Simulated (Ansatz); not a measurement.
Two structures of Si2Mo under several functionals

Plane-wave DFT in Ansatz with scalar-relativistic PAW potentials (420 eV, r2SCAN 500 eV). Each structure was relaxed within its symmetry at each level.
A. I4/mmm, 3 atoms in the computed cell, a = 3.190 Å, c = 7.821 Å; sites (symmetry × multiplicity) Si 4mm × 4, Mo 4/mmm × 2
B. P6_222, 9 atoms in the computed cell, a = 4.574 Å, c = 6.567 Å; sites (symmetry × multiplicity) Si ..2 × 6, Mo 222 × 3
(cells at PBEsol)

Does the choice of functional change which is lower?

| level | E(B) − E(A) (meV/atom) | V(A) (Å³/atom) | V(B) (Å³/atom) |
| --- | --- | --- | --- |
| PBEsol | 27.8 | 13.27 | 13.22 |
| PBE | 27.4 | 13.58 | 13.53 |
| r2SCAN | 30 | 13.36 | 13.30 |

No: at every level A is lower; the difference varies by 3 meV/atom between levels.